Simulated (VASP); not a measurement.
# B (Fm-3m) in VASP: notebook

The runs below take B through relaxation of cell and atoms, single point, with PBEsol.

Program: VASP 6.6.1. These are calculated values, not measurements. Logs are shortened: lines on timing, memory, paths and dates and some standing lists are left out, and cuts for length are marked.

## 1. Starting point

Symmetry: Fm-3m, No. 225, cubic system. Conventional cell: a = 3.085 Å, b = 3.085 Å, c = 3.085 Å, α = 90.00°, β = 90.00°, γ = 90.00°. B (site symmetry m-3m) is surrounded by 12 B at 2.18 Å.

The cell was built by a generator and needn't be a form met in nature.

## 2. Relaxation of cell and atoms, PBEsol

The input, INCAR:

```
SYSTEM = B
PREC = Accurate
ENCUT = 600
EDIFF = 1E-6
ISMEAR = 0
SIGMA = 0.1
LREAL = .FALSE.
LASPH = .TRUE.
NELM = 100
ALGO = Normal
ISIF = 3
LWAVE = .FALSE.
LCHARG = .FALSE.
GGA = PS
IBRION = 2
NSW = 90
EDIFFG = -0.04
```

The input, KPOINTS:

```
Automatic mesh
0
G
  10 10 10
  0 0 0
```

The input, POSCAR:

```
B
1.0
    0.0000000000      1.5425117484      1.5425117484
    1.5425117484      0.0000000000      1.5425117484
    1.5425117484      1.5425117484      0.0000000000
B
1
Direct
    0.0000000000      0.0000000000      0.0000000000
```

Potentials or basis: VASP PAW PBE potentials, release 64 (B).

Started as:

```
> cat potpaw_PBE.64/B/POTCAR > POTCAR
> mpirun -np 1 vasp_std > vasp.out
```

OUTCAR:

```text
SYSTEM = B
   PREC = Accurate
   ENCUT = 600
   EDIFF = 1E-6
   ISMEAR = 0
   LREAL = .FALSE.
   LASPH = .TRUE.
   NELM = 100
   ISIF = 3
   GGA = PS
   IBRION = 2
   NSW = 90
   EDIFFG = -0.04

 ion  position               nearest neighbor table
   1  0.000  0.000  0.000-

  LATTYP: Found a face centered cubic cell.
 ALAT       =     3.0850234968

  Lattice vectors:

 A1 = (   0.0000000000,   1.5425117484,   1.5425117484)
 A2 = (   1.5425117484,   0.0000000000,   1.5425117484)
 A3 = (   1.5425117484,   1.5425117484,   0.0000000000)

Analysis of symmetry for initial positions (statically):
=====================================================================
 Subroutine PRICEL returns:
 Original cell was already a primitive cell.

 Routine SETGRP: Setting up the symmetry group for a
 face centered cubic supercell.

 Subroutine GETGRP returns: Found 48 space group operations
 (whereof 48 operations were pure point group operations)
 out of a pool of 48 trial point group operations.

The static configuration has the point symmetry O_h .

Analysis of symmetry for dynamics (positions and initial velocities):
=====================================================================
 Subroutine PRICEL returns:
 Original cell was already a primitive cell.

 Routine SETGRP: Setting up the symmetry group for a
 face centered cubic supercell.

 Subroutine GETGRP returns: Found 48 space group operations
 (whereof 48 operations were pure point group operations)
 out of a pool of 48 trial point group operations.

The dynamic configuration has the point symmetry O_h .

 Subroutine INISYM returns: Found 48 space group operations
 (whereof 48 operations are pure point group operations),
 and found     1 'primitive' translations

----------------------------------------------------------------------------------------

                                     Primitive cell

  volume of cell :       7.3403

  direct lattice vectors                    reciprocal lattice vectors
     0.000000000  1.542511748  1.542511748    -0.324146640  0.324146640  0.324146640
     1.542511748  0.000000000  1.542511748     0.324146640 -0.324146640  0.324146640
     1.542511748  1.542511748  0.000000000     0.324146640  0.324146640 -0.324146640

  length of vectors
     2.181441035  2.181441035  2.181441035     0.561438449  0.561438449  0.561438449

  position of ions in fractional coordinates (direct lattice)
     0.000000000  0.000000000  0.000000000

  ion indices of the primitive-cell ions
   primitive index   ion index
                 1           1

[... 55 lines left out ...]
   total plane-waves  NPLWV =   5832
   dimension x,y,z NGX =    18 NGY =   18 NGZ =   18
   dimension x,y,z NGXF=    36 NGYF=   36 NGZF=   36
   ions per type =               1
   NGX,Y,Z   is equivalent  to a cutoff of  13.72, 13.72, 13.72 a.u.
   NGXF,Y,Z  is equivalent  to a cutoff of  27.44, 27.44, 27.44 a.u.
 SYSTEM =  B
   PREC   = accura    normal or accurate (medium, high low for compatibility)
   ISTART =      0    job   : 0-new  1-cont  2-samecut
   ICHARG =      2    charge: 1-file 2-atom 10-const
   ISPIN  =      1    spin polarized calculation?
   LNONCOLLINEAR =      F non collinear calculations
   LSORBIT =      F    spin-orbit coupling
   LASPH  =      T    aspherical Exc in radial PAW
   ENCUT  =  600.0 eV  44.10 Ry    6.64 a.u.   4.36  4.36  4.36*2*pi/ulx,y,z
   NELM   =    100;   NELMIN=  2; NELMDL= -5     # of ELM steps
   EDIFF  = 0.1E-05   stopping-criterion for ELM
   LREAL  =      F    real-space projection
   EDIFFG = -.4E-01   stopping-criterion for IOM
   NSW    =     90    number of steps for IOM
   IBRION =      2    ionic relax: 0-MD 1-quasi-New 2-CG
   NFREE  =      1    steps in history (QN), initial steepest desc. (CG)
   ISIF   =      3    stress and relaxation
   ISYM   =      2    0-nonsym 1-usesym 2-fastsym
   POTIM  = 0.5000    time-step for ionic-motion
   TEBEG  =    0.0;   TEEND  =   0.0 temperature during run
   PSTRESS=    0.0 pullay stress
   NELECT =       3.0000    total number of electrons
   NUPDOWN=      -1.0000    fix difference up-down
   EMIN   =  10.00;   EMAX   =-10.00  energy-range for DOS
   EFERMI =   0.00;   METHOD = LEGACY
   ISMEAR =     0;   SIGMA  =   0.10  broadening in eV -4-tet -1-fermi 0-gaus
   EFERMI_NEDOS =   21; number of points for ismear=-14 and -15
   IALGO  =     38    algorithm
   IMIX   =      4    mixing-type and parameters
     AMIX     =   0.40;   BMIX     =  1.00
     AMIX_MAG =   1.60;   BMIX_MAG =  1.00
  volume/ion in A,a.u.               =       7.34        49.53
  Fermi-wavevector in a.u.,A,eV,Ry     =   1.214908  2.295843 20.082223  1.476002
  Thomas-Fermi vector in A             =   2.350313
   LORBIT       =      0    0 simple, 1 ext, 2 COOP (PROOUT), +10 PAW based schemes
   GGA     = PS    functional components
   LHFCALC =     F    Hartree Fock is set to
   AEXX    =    0.0000 exact exchange contribution
   IVDW    =     0    specifies the selected vdW correction
   LEPSILON=     F    determine dielectric tensor
   LRPA    =     F    only Hartree local field effects (RPA)
 conjugate gradient relaxation of ions
 non-spin polarized calculation
 Gauss-broadening in eV      SIGMA  =   0.10
  energy-cutoff  :      600.00
  volume of cell :        7.34
 maximum number of plane-waves:       262
 NGX is ok and might be reduce to    18

--------------------------------------- Ionic step        1  -------------------------------------------

 number of electron       3.0000000 magnetization

 Free energy of the ion-electron system (eV)
  ---------------------------------------------------
  ext. energy  EPLUGINS =         0.00000000
  ---------------------------------------------------
  free energy    TOTEN  =        -5.50231587 eV

  energy without entropy =       -5.50122030  energy(sigma->0) =       -5.50176809

 E-fermi :   7.9882     XC(G=0): -12.1421

 val. band max:        7.7988362506   @ k =  -0.4000   0.4000   0.2000
 cond. band min:       8.0477582903   @ k =  -0.3000   0.2000   0.0000
 fundamental gap:      0.2489220397
 Fermi energy:         7.9881937638

 k-point     1 :       0.0000    0.0000    0.0000
  band No.  band energies     occupation
      1      -8.6935      2.00000
      2      21.0935      0.00000
      3      21.0935      0.00000
      4      21.0935      0.00000
      5      36.7483      0.00000
[... 253 lines left out ...]
--------------------------------------- Ionic step        3  -------------------------------------------

 number of electron       3.0000000 magnetization

 Free energy of the ion-electron system (eV)
  ---------------------------------------------------
  ext. energy  EPLUGINS =         0.00000000
  ---------------------------------------------------
  free energy    TOTEN  =        -5.74467540 eV

  energy without entropy =       -5.74304070  energy(sigma->0) =       -5.74385805

 E-fermi :  10.6704     XC(G=0): -13.0844

 val. band max:       10.5632309897   @ k =  -0.4000   0.5000   0.1000
 cond. band min:      10.7467951872   @ k =  -0.3000   0.2000   0.0000
 fundamental gap:      0.1835641974
 Fermi energy:        10.6703526990

 k-point     1 :       0.0000    0.0000    0.0000
  band No.  band energies     occupation
      1      -8.6328      2.00000
      2      26.8635      0.00000
      3      26.8635      0.00000
      4      26.8635      0.00000
      5      43.3905      0.00000
[... 212 lines left out ...]
  FREE ENERGIE OF THE ION-ELECTRON SYSTEM (eV)
  ---------------------------------------------------
  free  energy   TOTEN  =        -5.7446754012 eV

  energy  without entropy=       -5.7430406980  energy(sigma->0) =       -5.74385805

 reached required accuracy - stopping structural energy minimisation
```

Run time: 5.8 s. Hardware: 1 thread of AMD EPYC 7R43 (Zen 3), shared host; peak memory 0.08 GiB.

What came out:

* Free energy: -5.7447 eV
* Relaxed volume: 5.82 Å³/atom
* Relaxed cell: a = 2.019 Å, b = 2.019 Å, c = 2.019 Å, α = 60.00°, β = 60.00°, γ = 60.00°
* Space group after relaxing (to 0.05 Å): Fm-3m (No. 225)
* Energy gained by relaxing: 242.4 meV/atom
* Ionic steps: 3
* Pressure after relaxing: 0.4 GPa
* Band gap on the k mesh: none (metal or under the smearing width)

The path:
```
step  energy change (eV)  largest force (eV/Å)  pressure (GPa)  volume (Å³)
   1              0.0000                0.0000          -42.80         7.34
   2             -0.2181                0.0000           21.42         5.45
   3             -0.2424                0.0000            0.39         5.82
```

Final structure:
```yaml
crystal:
  lattice:
    - [0.00000, 1.42779, 1.42779]
    - [1.42779, 0.00000, 1.42779]
    - [1.42779, 1.42779, 0.00000]
  atoms:
    - { symbol: B, position: [0.00000, 0.00000, 0.00000] }
```

Caveat: the volume moved by over 15 % at a fixed basis, so the end points are rough; the PAW data sets were made with another functional, which shifts forces and pressure a little.

## 3. Single point, PBEsol

The input, INCAR:

```
PREC = Accurate ; ENCUT = 520
EDIFF = 1E-7 ; ISMEAR = 0
SIGMA = 0.1 ; LREAL = F
LASPH = T ; NELM = 100
ALGO = Normal ; ISIF = 2
LWAVE = F ; LCHARG = F
GGA = PS ; NBANDS = 8
```

The input, KPOINTS:

```
Automatic mesh
0
Gamma
  10 10 10
```

POSCAR is that of step 2.

Potentials or basis: VASP PAW PBE potentials, release 64 (B).

Started as:

```
> cat potpaw_PBE.64/B/POTCAR > POTCAR
> mpirun -np 1 vasp_std > vasp.out
```

Run time: 1.1 s. Hardware: 1 thread of Intel Xeon 6975P-C (Granite Rapids), shared host; peak memory 0.11 GiB.

The run converged. Its results:

* Free energy: -5.5017 eV
* Pressure: -42.8 GPa
* Band gap on the k mesh: none (metal or under the smearing width)

Levels at points of the mesh, in eV from the Fermi level:
```csv
k point,band 1,band 2,band 3,band 4
"(0.00, 0.00, 0.00)",-16.68,13.11,13.11,13.11
"(0.50, 0.00, 0.00)",-8.20,-5.41,10.73,10.73
"(0.50, 0.50, 0.00)",-5.88,-0.73,5.15,5.15
```

Caveat: a pressure of tens of GPa on the cell as given is suspect, and the run, the potentials or the cell itself is likely at fault; the PAW data sets were made with another functional, which shifts forces and pressure a little.

## 4. Single point, PBEsol

This run uses another cell than the first one: it holds 8 atoms, not 1.

The input, INCAR:

```
  ALGO = Fast
  EDIFF = 1E-7
  ENCUT = 520
  GGA = PS
  ISIF = 2
  ISMEAR = 0
  LASPH = True
  LCHARG = False
  LREAL = False
  LWAVE = False
  NBANDS = 22
  NELM = 100
  PREC = Accurate
  SIGMA = 0.1
```

The input, KPOINTS:

```
k-points
0
Gamma
  8 8 8
```

The input, POSCAR:

```
B
1.0
    0.0292769665      2.2398418936      2.1042296398
    3.1903493481     -0.8422515258      2.9796880660
    3.1615102234      3.0885874420     -0.8296613938
B
8
Direct
    0.1089418928     -0.1767438673      0.1084443290
   -0.0184953447     -0.0508488346      0.4830873424
   -0.1089614258      0.6767285270      0.8915675726
    0.0185068258      0.5508721847      0.5169082812
    0.5184577507      0.0508546992      1.0169057652
    0.3910746040      0.1767325949      0.3915550843
    0.4815274271      0.4491191401      0.9831016292
    0.6089482702      0.3232855560      0.6084299962
```

Started as:

```
> cat potpaw_PBE.64/B/POTCAR > POTCAR
> mpirun -np 1 vasp_std > vasp.out
```

Wall time 1.9 min (1 thread of Intel Xeon 6975P-C (Granite Rapids), shared host); peak memory 0.32 GiB.

Results (log left out):

| Item | Value |
| --- | --- |
| Free energy | -54.6409 eV |
| Pressure | 0.4 GPa |
| Largest force | 0.009 eV/Å |
| Band gap on the k mesh | none (metal or under the smearing width) |

Forces on the atoms (eV/Å):
```
B    0.000 -0.008 -0.004
B    0.002  0.001 -0.004
B   -0.001  0.008  0.005
B   -0.003 -0.001  0.003
B   -0.001  0.000  0.005
B   -0.001  0.007  0.004
B    0.003  0.000 -0.004
B    0.001 -0.007 -0.005
```

Stress tensor (GPa, compression positive):
```
 0.47  0.01  0.14
 0.01  0.26 -0.03
 0.14 -0.03  0.38
```

Levels at points of the mesh, in eV from the Fermi level:
```csv
k point,band 9,band 10,band 11,band 12,band 13,band 14,band 15,band 16
"(0.00, 0.00, 0.00)",-4.16,-3.43,-3.21,-2.99,0.11,2.01,2.81,3.47
"(0.50, 0.00, 0.00)",-5.30,-5.30,-2.53,-2.53,3.49,3.49,4.22,4.22
"(0.00, 0.50, 0.00)",-4.02,-4.02,-1.28,-1.28,1.57,1.57,3.75,3.75
"(0.50, 0.50, 0.00)",-4.96,-4.57,-3.47,-3.47,1.42,2.03,2.80,2.96
"(0.00, 0.00, 0.50)",-3.28,-3.28,-1.48,-1.48,2.46,2.46,3.49,3.49
"(0.50, 0.00, 0.50)",-4.73,-4.72,-4.29,-2.05,0.53,1.77,1.86,1.90
"(0.00, 0.50, 0.50)",-3.69,-1.97,-1.09,-1.03,0.51,1.75,2.17,2.19
"(0.50, 0.50, 0.50)",-6.04,-6.04,-2.85,-2.85,3.58,3.58,4.52,4.52
```

Caveat: the PAW data sets were made with another functional, which shifts forces and pressure a little.

## 5. The runs side by side

| task | cell | k mesh | cutoff (eV) | gap on the mesh (eV) | pressure (GPa) |
| --- | --- | --- | --- | --- | --- |
| relaxation of cell and atoms | relaxed | 10 × 10 × 10 | 600 | none | 0.4 |
| single point | as given | 10 × 10 × 10 | 520 | none | -42.8 |
| single point | fcc type (Fm-3m, No. 225); cell x8, atoms moved at random (sigma 0.05 Å) and cell strained at random (1.5 %), then relaxed without symmetry | 8 × 8 × 8 | 520 | none | 0.4 |

Alike in all rows: level PBEsol; potentials or basis VASP PAW PBE potentials, release 64 (B); no spin polarisation; smearing gaussian 0.1 eV.

Caveats: the PAW data sets were made with another functional, which shifts forces and pressure a little; the volume moved by over 15 % at a fixed basis, so the end points are rough (some runs); a pressure of tens of GPa on the cell as given is suspect, and the run, the potentials or the cell itself is likely at fault (some runs).

Total energies depend on the potentials used, so only differences within one code and one set of settings carry meaning.
